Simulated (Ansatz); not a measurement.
**Li2Se in Ansatz: the effect of functional**

Li2Se:

```xyz
3
Lattice="0.0000 2.9619 2.9619 2.9619 0.0000 2.9619 2.9619 2.9619 0.0000" Properties=species:S:1:pos:R:3 pbc="T T T"
Se    0.0000    0.0000    0.0000
Li    4.4429    4.4429    4.4429
Li    1.4810    1.4810    1.4810
```

The cell isn't the ideal one: volume scaled by 0.96.

Alike in all runs:

| Item | Value |
| --- | --- |
| Program | Ansatz 0.2.0 |
| Task | single point |
| Potentials or basis | Ansatz PAW |
| k mesh | 8 × 8 × 8 |
| Occupations | fermi-dirac, width 0.05 eV |
| Spin | no spin polarisation |

Task: One run gave: gap on the mesh 3.45 eV; pressure 1.2 GPa. Which functional did it use?
A. r2SCAN
B. LDA
C. PBEsol

Result: A.

```csv
functional,cutoff,gap on the mesh (eV),pressure (GPa)
LDA,420 eV (not typed: the program's choice for these potentials),2.78,-1.4
PBEsol,420 eV (not typed: the program's choice for these potentials),2.81,0.4
r2SCAN,500 eV (not typed: the program's choice for these potentials),3.45,1.2
```

Caveats: the PAW data sets come from PBE, with cores solved anew for the run's functional, which leaves a small shift of forces and pressure.

A k mesh can miss the band edges.
